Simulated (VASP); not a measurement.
# BN (Qingsongite) (F-43m) in VASP: a series of runs

Aim: see how the results for BN (Qingsongite) move with the level of theory and the settings. Levels: LDA, r2SCAN. Tasks: relaxation of cell and atoms, single point.

Everything below comes from runs of VASP 6.6.1. Logs are shortened: lines on timing, memory, paths and dates and some standing lists are left out, and cuts for length are marked.

**What was measured.**

From a printed reference work, monograph, for a bulk crystal of BN at 300 K: band gap 6.4 eV (indirect).

The results are compared with them further down.

## 1. The cell of the first run

It takes space group F-43m (No. 216, cubic). The conventional cell has a = 3.615 Å, b = 3.615 Å, c = 3.615 Å, α = 90.00°, β = 90.00°, γ = 90.00°. B (site symmetry -43m) has 4 N at 1.57 Å within 2.1 Å. N (site symmetry -43m) has 4 B at 1.57 Å within 2.1 Å.

## 2. Relaxation of cell and atoms, LDA

Input file INCAR:

```
  PREC = Accurate
  ENCUT = 600
  EDIFF = 1E-7
  ISMEAR = 0
  SIGMA = 0.01
  LREAL = F
  LASPH = T
  NELM = 100
  ALGO = Normal
  ISIF = 3
  LWAVE = F
  LCHARG = F
  IBRION = 2
  NSW = 50
  EDIFFG = -0.01
```

Input file KPOINTS:

```
Automatic mesh
0
Gamma
  10 10 10
```

Input file POSCAR:

```
BN
1.0
    0.0000000000      1.8075000000      1.8075000000
    1.8075000000      0.0000000000      1.8075000000
    1.8075000000      1.8075000000      0.0000000000
B N
1 1
Direct
    0.0000000000      0.0000000000      0.0000000000
    0.2500000000      0.2500000000      0.2500000000
```

Potentials or basis: VASP PAW LDA potentials, release 64 (B, N).

On the command line:

```console
cat potpaw_LDA.64/B/POTCAR potpaw_LDA.64/N/POTCAR > POTCAR
mpirun -np 1 vasp_std > vasp.out
```

OUTCAR:

```text
PREC = Accurate
   ENCUT = 600
   EDIFF = 1E-7
   ISMEAR = 0
   LREAL = F
   LASPH = T
   NELM = 100
   ISIF = 3
   IBRION = 2
   NSW = 50
   EDIFFG = -0.01

 ion  position               nearest neighbor table
   1  0.000  0.000  0.000-   2 1.57   2 1.57   2 1.57   2 1.57
   2  0.250  0.250  0.250-   1 1.57   1 1.57   1 1.57   1 1.57

  LATTYP: Found a face centered cubic cell.
 ALAT       =     3.6150000000

  Lattice vectors:

 A1 = (   0.0000000000,   1.8075000000,   1.8075000000)
 A2 = (   1.8075000000,   0.0000000000,   1.8075000000)
 A3 = (   1.8075000000,   1.8075000000,   0.0000000000)

Analysis of symmetry for initial positions (statically):
=====================================================================
 Subroutine PRICEL returns:
 Original cell was already a primitive cell.

 Routine SETGRP: Setting up the symmetry group for a
 face centered cubic supercell.

 Subroutine GETGRP returns: Found 24 space group operations
 (whereof 24 operations were pure point group operations)
 out of a pool of 48 trial point group operations.

The static configuration has the point symmetry T_d .

Analysis of symmetry for dynamics (positions and initial velocities):
=====================================================================
 Subroutine PRICEL returns:
 Original cell was already a primitive cell.

 Routine SETGRP: Setting up the symmetry group for a
 face centered cubic supercell.

 Subroutine GETGRP returns: Found 24 space group operations
 (whereof 24 operations were pure point group operations)
 out of a pool of 48 trial point group operations.

The dynamic configuration has the point symmetry T_d .

 Subroutine INISYM returns: Found 24 space group operations
 (whereof 24 operations are pure point group operations),
 and found     1 'primitive' translations

----------------------------------------------------------------------------------------

                                     Primitive cell

  volume of cell :      11.8104

  direct lattice vectors                    reciprocal lattice vectors
     0.000000000  1.807500000  1.807500000    -0.276625173  0.276625173  0.276625173
     1.807500000  0.000000000  1.807500000     0.276625173 -0.276625173  0.276625173
     1.807500000  1.807500000  0.000000000     0.276625173  0.276625173 -0.276625173

  length of vectors
     2.556191014  2.556191014  2.556191014     0.479128854  0.479128854  0.479128854

  position of ions in fractional coordinates (direct lattice)
     0.000000000  0.000000000  0.000000000
     0.250000000  0.250000000  0.250000000

  ion indices of the primitive-cell ions
   primitive index   ion index
                 1           1
                 2           2

----------------------------------------------------------------------------------------

 KPOINTS: Automatic mesh

Automatic generation of k-mesh.
 Grid dimensions read from file:
 generate k-points for:   10   10   10

 Generating k-lattice:

  Cartesian coordinates                     Fractional coordinates (reciprocal lattice)
    -0.027662517  0.027662517  0.027662517     0.100000000  0.000000000  0.000000000
     0.027662517 -0.027662517  0.027662517     0.000000000  0.100000000  0.000000000
     0.027662517  0.027662517 -0.027662517     0.000000000  0.000000000  0.100000000

  Length of vectors
     0.047912885  0.047912885  0.047912885

  Shift w.r.t. Gamma in fractional coordinates (k-lattice)
     0.000000000  0.000000000  0.000000000

 Subroutine IBZKPT returns following result:
 ===========================================

 Found     47 irreducible k-points:

 Following reciprocal coordinates:
            Coordinates               Weight
  0.000000  0.000000  0.000000      1.000000
  0.100000  0.000000  0.000000      8.000000
  0.200000  0.000000  0.000000      8.000000
  0.300000  0.000000  0.000000      8.000000
  0.400000  0.000000  0.000000      8.000000
  0.500000  0.000000  0.000000      4.000000
[... 16 lines left out ...]
  0.300000  0.300000  0.000000      6.000000
  0.400000  0.300000  0.000000     24.000000
 [... further k-points ...]
   k-points           NKPTS =     47   k-points in BZ     NKDIM =     47   number of bands    NBANDS=      8
   number of dos      NEDOS =    301   number of ions     NIONS =      2
   total plane-waves  NPLWV =   8000
   dimension x,y,z NGX =    20 NGY =   20 NGZ =   20
   dimension x,y,z NGXF=    40 NGYF=   40 NGZF=   40
   ions per type =               1   1
   NGX,Y,Z   is equivalent  to a cutoff of  13.01, 13.01, 13.01 a.u.
   NGXF,Y,Z  is equivalent  to a cutoff of  26.01, 26.01, 26.01 a.u.
 SYSTEM =  unknown system
   PREC   = accura    normal or accurate (medium, high low for compatibility)
   ISTART =      0    job   : 0-new  1-cont  2-samecut
   ICHARG =      2    charge: 1-file 2-atom 10-const
   ISPIN  =      1    spin polarized calculation?
   LNONCOLLINEAR =      F non collinear calculations
   LSORBIT =      F    spin-orbit coupling
   LASPH  =      T    aspherical Exc in radial PAW
   ENCUT  =  600.0 eV  44.10 Ry    6.64 a.u.   5.11  5.11  5.11*2*pi/ulx,y,z
   NELM   =    100;   NELMIN=  2; NELMDL= -5     # of ELM steps
   EDIFF  = 0.1E-06   stopping-criterion for ELM
   LREAL  =      F    real-space projection
   EDIFFG = -.1E-01   stopping-criterion for IOM
   NSW    =     50    number of steps for IOM
   IBRION =      2    ionic relax: 0-MD 1-quasi-New 2-CG
   NFREE  =      1    steps in history (QN), initial steepest desc. (CG)
   ISIF   =      3    stress and relaxation
   ISYM   =      2    0-nonsym 1-usesym 2-fastsym
   POTIM  = 0.5000    time-step for ionic-motion
   TEBEG  =    0.0;   TEEND  =   0.0 temperature during run
   PSTRESS=    0.0 pullay stress
   NELECT =       8.0000    total number of electrons
   NUPDOWN=      -1.0000    fix difference up-down
   EMIN   =  10.00;   EMAX   =-10.00  energy-range for DOS
   EFERMI =   0.00;   METHOD = LEGACY
   ISMEAR =     0;   SIGMA  =   0.01  broadening in eV -4-tet -1-fermi 0-gaus
   EFERMI_NEDOS =   21; number of points for ismear=-14 and -15
   IALGO  =     38    algorithm
   IMIX   =      4    mixing-type and parameters
     AMIX     =   0.40;   BMIX     =  1.00
     AMIX_MAG =   1.60;   BMIX_MAG =  1.00
  volume/ion in A,a.u.               =       5.91        39.85
  Fermi-wavevector in a.u.,A,eV,Ry     =   1.437749  2.716952 28.124920  2.067123
  Thomas-Fermi vector in A             =   2.556793
   LORBIT       =      0    0 simple, 1 ext, 2 COOP (PROOUT), +10 PAW based schemes
   GGA     = CA    functional components
   LHFCALC =     F    Hartree Fock is set to
   AEXX    =    0.0000 exact exchange contribution
   IVDW    =     0    specifies the selected vdW correction
   LEPSILON=     F    determine dielectric tensor
   LRPA    =     F    only Hartree local field effects (RPA)
 conjugate gradient relaxation of ions
 non-spin polarized calculation
 Gauss-broadening in eV      SIGMA  =   0.01
  energy-cutoff  :      600.00
  volume of cell :       11.81
 maximum number of plane-waves:       411
   NGX = 11   NGY = 11   NGZ = 11

--------------------------------------- Ionic step        1  -------------------------------------------

 number of electron       8.0000000 magnetization

 Free energy of the ion-electron system (eV)
  ---------------------------------------------------
  ext. energy  EPLUGINS =         0.00000000
  ---------------------------------------------------
  free energy    TOTEN  =       -19.40689614 eV

  energy without entropy =      -19.40689614  energy(sigma->0) =      -19.40689614

------------------------ aborting loop because EDIFF is reached ----------------------------------------

  FORCE on cell =-STRESS in cart. coord.  units (eV):
  Direction    XX          YY          ZZ          XY          YZ          ZX
  --------------------------------------------------------------------------------------
  -------------------------------------------------------------------------------------
  Total       -0.7613186     -0.7613186     -0.7613186     -0.0000000      0.0000000      0.0000000
  in kB     -103.2790258   -103.2790258   -103.2790258     -0.0000000      0.0000000      0.0000000
  external PRESSURE =    -103.2790258 kB  Pullay stress =       0.0000000 kB
[... 57 lines left out ...]
  energy  without entropy=      -19.4052892088  energy(sigma->0) =      -19.40528921

--------------------------------------- Ionic step        3  -------------------------------------------

 number of electron       7.9999999 magnetization

 Free energy of the ion-electron system (eV)
  ---------------------------------------------------
  ext. energy  EPLUGINS =         0.00000000
  ---------------------------------------------------
  free energy    TOTEN  =       -19.41725725 eV

  energy without entropy =      -19.41725725  energy(sigma->0) =      -19.41725725

 E-fermi :   7.8741     XC(G=0): -13.2344

 val. band max:        7.7277747150   @ k =   0.0000   0.0000   0.0000
 cond. band min:      12.1032895911   @ k =   0.5000   0.5000   0.0000
 fundamental gap:      4.3755148760
 Fermi energy:         7.8741203862

 k-point     1 :       0.0000    0.0000    0.0000
  band No.  band energies     occupation
      1     -12.6486      2.00000
      2       7.7278      2.00000
      3       7.7278      2.00000
      4       7.7278      2.00000
      5      16.5380      0.00000
      6      16.5380      0.00000
      7      16.5380      0.00000
      8      18.6081      0.00000
[... 243 lines left out ...]
 k-point    24 :       0.4000    0.3000    0.0000
  band No.  band energies     occupation
      1      -8.7502      2.00000
      2       0.9081      2.00000
      3       3.0834      2.00000
      4       3.5218      2.00000
      5      13.7949      0.00000
      6      18.4386      0.00000
      7      23.4025      0.00000
      8      23.4470      0.00000

 [... further k-points ...]
[... 5 lines left out ...]
  --------------------------------------------------------------------------------------
  -------------------------------------------------------------------------------------
  Total       -0.0041538     -0.0041538     -0.0041538     -0.0000000      0.0000000     -0.0000000
  in kB       -0.5788484     -0.5788484     -0.5788484     -0.0000000      0.0000000     -0.0000000
  external PRESSURE =      -0.5788484 kB  Pullay stress =       0.0000000 kB
[... 17 lines left out ...]
  FREE ENERGIE OF THE ION-ELECTRON SYSTEM (eV)
  ---------------------------------------------------
  free  energy   TOTEN  =       -19.4172572495 eV

  energy  without entropy=      -19.4172572495  energy(sigma->0) =      -19.41725725

 reached required accuracy - stopping structural energy minimisation
```

Run time: 7.8 s. Hardware: 1 thread of Intel Xeon 6975P-C, shared host; peak memory 0.12 GiB.

What came out:

| Quantity | Value |
| --- | --- |
| Free energy | -19.4173 eV |
| Relaxed volume | 5.75 Å³/atom |
| Relaxed cell | a = 2.533 Å, b = 2.533 Å, c = 2.533 Å, α = 60.00°, β = 60.00°, γ = 60.00° |
| Space group after relaxing (to 0.05 Å) | F-43m (No. 216) |
| Energy gained by relaxing | 5.2 meV/atom |
| Ionic steps | 3 |
| Pressure after relaxing | -0.1 GPa |
| Band gap on the k mesh | 4.38 eV, indirect (least direct gap 8.81 eV) |

Step by step:
```csv
step,energy change (eV),largest force (eV/Å),pressure (GPa),volume (Å³)
1,0.0000,0.0000,-10.33,11.81
2,0.0016,0.0000,12.10,11.17
3,-0.0104,0.0000,-0.06,11.50
```

Final structure:
```xyz
2
Lattice="0.0000 1.7914 1.7914 1.7914 0.0000 1.7914 1.7914 1.7914 0.0000" Properties=species:S:1:pos:R:3 pbc="T T T"
B     0.0000    0.0000    0.0000
N     0.8957    0.8957    0.8957
```

Levels at points of the mesh, in eV from the valence-band top:
```csv
k point,band 1,band 2,band 3,band 4,band 5,band 6,band 7,band 8
"(0.00, 0.00, 0.00)",-20.38,0.00,0.00,0.00,8.81,8.81,8.81,10.88
"(0.50, 0.00, 0.00)",-15.96,-10.96,-2.00,-2.00,10.56,10.71,10.71,15.29
"(0.50, 0.50, 0.00)",-14.55,-9.06,-5.06,-5.06,4.38,9.30,18.11,18.11
```

## 3. Relaxation of cell and atoms, r2SCAN

POSCAR is that of step 2.

Input file INCAR.step1:

```
SYSTEM = BN
ALGO = Normal ; EDIFF = 1E-4
ENCUT = 600 ; GGA = PE
ISMEAR = 0 ; LASPH = .True.
LCHARG = .False. ; LREAL = .False.
LWAVE = .True. ; NELM = 100
PREC = Accurate ; SIGMA = 0.01
```

Input file INCAR.step2:

```
SYSTEM = BN
ALGO = Normal ; EDIFF = 1E-6
EDIFFG = -0.01 ; ENCUT = 600
IBRION = 2 ; ISIF = 3
ISMEAR = 0 ; ISTART = 1
LASPH = .True. ; LCHARG = .False.
LMIXTAU = .True. ; LREAL = .False.
LWAVE = .False. ; METAGGA = R2SCAN
NELM = 100 ; NSW = 50
PREC = Accurate ; SIGMA = 0.01
```

Input file KPOINTS:

```
k-points
0
Gamma
  10 10 10
  0 0 0
```

Potentials or basis: VASP PAW PBE potentials, release 64 (B, N).

On the command line:

```console
cat potpaw_PBE.64/B/POTCAR potpaw_PBE.64/N/POTCAR > POTCAR
cp INCAR.step1 INCAR
mpirun -np 1 vasp_std > vasp.out
cp INCAR.step2 INCAR
mpirun -np 1 vasp_std > vasp.out
```

Wall time 38 s (1 thread of Intel Xeon 6975P-C, shared host); peak memory 0.12 GiB.

The run converged. Its results:

| Quantity | Value |
| --- | --- |
| Free energy | -19.1747 eV |
| Relaxed volume | 5.90 Å³/atom |
| Relaxed cell | a = 2.555 Å, b = 2.555 Å, c = 2.555 Å, α = 60.00°, β = 60.00°, γ = 60.00° |
| Space group after relaxing (to 0.05 Å) | F-43m (No. 216) |
| Energy gained by relaxing | 0.0 meV/atom |
| Ionic steps | 3 |
| Pressure after relaxing | 0.0 GPa |
| Band gap on the k mesh | 4.98 eV, indirect (least direct gap 9.53 eV) |

Final structure:
```
B N
1.0
     0.00000    1.80668    1.80668
     1.80668    0.00000    1.80668
     1.80668    1.80668    0.00000
B N
1 1
Cartesian
  0.0000 0.0000 0.0000
  0.9033 0.9033 0.9033
```

Levels at points of the mesh, in eV from the valence-band top:
```tsv
k point	band 1	band 2	band 3	band 4	band 5	band 6	band 7	band 8
(0.00, 0.00, 0.00)	-21.31	0.00	0.00	0.00	9.53	9.53	9.53	11.09
(0.50, 0.00, 0.00)	-17.01	-11.10	-2.02	-2.02	10.80	11.48	11.48	16.42
(0.50, 0.50, 0.00)	-15.58	-9.33	-5.10	-5.10	4.98	9.82	19.28	19.28
```

Caveat: the PAW data sets were made with another functional, which shifts forces and pressure a little.

## 4. Single point, r2SCAN

This run uses another cell than the first one, of 5.88 Å³/atom, 0.996 times its volume.

Input file POSCAR:

```
BN
1.0
    0.0000000000      1.8048321642      1.8048321642
    1.8048321642      0.0000000000      1.8048321642
    1.8048321642      1.8048321642      0.0000000000
B N
1 1
Direct
    0.0000000000      0.0000000000      0.0000000000
    0.2500000000      0.2500000000      0.2500000000
```

Input file INCAR.step1:

```
  PREC = Accurate
  ENCUT = 910
  ISMEAR = 0
  SIGMA = 0.01
  LREAL = False
  LASPH = True
  NELM = 120
  NBANDS = 11
  GGA = PE
  ALGO = Normal
  EDIFF = 1E-5
  LWAVE = True
  LCHARG = False
  GGA_COMPAT = False
```

Input file INCAR.step2:

```
  PREC = Accurate
  ENCUT = 910
  EDIFF = 1E-6
  ISMEAR = 0
  SIGMA = 0.01
  LREAL = False
  LASPH = True
  NELM = 120
  ALGO = Normal
  ISIF = 2
  LWAVE = False
  LCHARG = True
  METAGGA = R2SCAN
  LMIXTAU = True
  LELF = True
  LVHAR = True
  NBANDS = 11
  ISTART = 1
  GGA_COMPAT = False
```

Input file KPOINTS:

```
Automatic mesh
0
Gamma
  10 10 10
```

Potentials or basis: VASP PAW PBE potentials, release 64 (B_h, N_h).

On the command line:

```console
cat potpaw_PBE.64/B_h/POTCAR potpaw_PBE.64/N_h/POTCAR > POTCAR
cp INCAR.step1 INCAR
mpirun -np 1 vasp_std > vasp.out
cp INCAR.step2 INCAR
mpirun -np 1 vasp_std > vasp.out
```

Wall time 33 s (1 thread of Intel Xeon Platinum 8559C (Emerald Rapids), shared host); peak memory 0.16 GiB.

The run converged. Its results:

```
Free energy            : -19.1998 eV
Pressure               : -0.5 GPa
Band gap on the k mesh : 5.00 eV, indirect (least direct gap 9.57 eV)
```

Levels at points of the mesh, in eV from the valence-band top:
```
           k point  band 2  band 3  band 4  band 5  band 6  band 7
(0.00, 0.00, 0.00)    0.00    0.00    0.00    9.57    9.57    9.57
(0.50, 0.00, 0.00)  -11.11   -2.02   -2.02   10.85   11.51   11.51
(0.50, 0.50, 0.00)   -9.34   -5.11   -5.11    5.00    9.84   19.36
```

Caveat: the cutoff is under 1.25 times the usual one of these potentials, so pressure, stress and relaxed cells hold a basis-set (Pulay) error; the PAW data sets were made with another functional, which shifts forces and pressure a little.

## 5. The runs side by side

```csv
task,level,potentials or basis,cell,cutoff (eV),second run,gap on the mesh (eV),pressure (GPa),relaxed volume (Å³/atom)
relaxation of cell and atoms,LDA,"VASP PAW LDA potentials, release 64 (B, N)","relaxed from a = 2.556 Å, angles 60.0°, 2 atoms",600,-,4.38,-0.1,5.75
relaxation of cell and atoms,r2SCAN,"VASP PAW PBE potentials, release 64 (B, N)","relaxed from a = 2.556 Å, angles 60.0°, 2 atoms",600,-,4.98,0.0,5.90
single point,r2SCAN,"VASP PAW PBE potentials, release 64 (B_h, N_h)","a = 2.552 Å, angles 60.0°, 2 atoms",910,hard_potentials,5.00,-0.5,-
```

Alike in all rows: no spin polarisation; k mesh 10 × 10 × 10; smearing gaussian 0.01 eV.

Caveats: the PAW data sets were made with another functional, which shifts forces and pressure a little (some runs); the cutoff is under 1.25 times the usual one of these potentials, so pressure, stress and relaxed cells hold a basis-set (Pulay) error (some runs).

Absolute energies hang on the potentials; compare differences alone.

## 6. Against experiment

Step 4. Against the measured gap of BN, 6.4 eV (indirect; 300 K; a printed reference work, monograph), the calculated 5.00 eV is off by -1.40 eV. The value is that of r2SCAN on a finite k mesh, which can miss the band edges, without temperature or zero-point motion.
